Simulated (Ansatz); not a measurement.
**Ni in Ansatz: the effect of target pressure**

Ni:

```
Ni
1.0
     0.00000    1.73757    1.73757
     1.73757    0.00000    1.73757
     1.73757    1.73757    0.00000
Ni
1
Direct
  0.00000 0.00000 0.00000
```

Alike in all runs:

* Program: Ansatz 0.2.0
* Task: relaxation of cell and atoms
* Functional: PBEsol
* Potentials or basis: all-electron LAPW, scalar-relativistic
* Basis error allowed: 0.001 eV/atom
* k mesh: 13 × 13 × 13
* Occupations: fermi-dirac, width 0.05 eV
* Spin: collinear spin, ferromagnetic start
* Starting moments: [1.0] μB

Each run relaxes the cell or the atoms first.

```csv
target pressure,relaxed volume (Å³/atom)
0 GPa,10.38
5 GPa,10.17
10 GPa,9.98
20 GPa,?
30 GPa,9.38
```

What does the run with target pressure 20 GPa give?

Relaxed volume 9.66 Å³/atom.

Worked out: In Murnaghan's law V^(-B') rises as a straight line in P. The other rows fit best with B' = 4.6, V0 = 10.38 Å³/atom and B0 = 232 GPa, which gives 9.65 Å³/atom at 20 GPa, against the run's 9.66.

Runs at the PBE level aren't shown here.
